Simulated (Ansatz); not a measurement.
**Li in Ansatz: the effect of target pressure**

Crystal: Li.

```
Li
1.0
    -1.75465    1.75465    1.75465
     1.75465   -1.75465    1.75465
     1.75465    1.75465   -1.75465
Li
1
Direct
  0.00000 0.00000 0.00000
```

Alike in all runs:

- Program: Ansatz 0.2.0
- Task: relaxation of cell and atoms
- Functional: r2SCAN
- Potentials or basis: Ansatz PAW
- Cutoff: 500 eV (not typed: the program's choice for these potentials)
- k mesh: 11 × 11 × 11
- Occupations: fermi-dirac, width 0.05 eV
- Spin: no spin polarisation

Each run relaxes the cell or the atoms first.

| target pressure | relaxed volume (Å³/atom) |
| --- | --- |
| 0 GPa | 20.98 |
| 2 GPa | 18.56 |
| 5 GPa | 16.33 |
| 10 GPa | ? |
| 20 GPa | 11.76 |
| 30 GPa | 10.39 |

What does the run with target pressure 10 GPa give?

Relaxed volume 14.15 Å³/atom.

Worked out: In Murnaghan's law V^(-B') rises as a straight line in P. The other rows fit best with B' = 2.8, V0 = 21.02 Å³/atom and B0 = 14 GPa, which gives 14.10 Å³/atom at 10 GPa, against the run's 14.15.

Caveats: the plane-wave basis is chosen anew once the cell has moved, so the energies of steps on either side of that aren't comparable; the PAW data sets were made with another functional, which shifts forces and pressure a little; the volume moved by over 15 % at a fixed basis, so the end points are rough (some runs).

Runs at the PBE level aren't shown here.
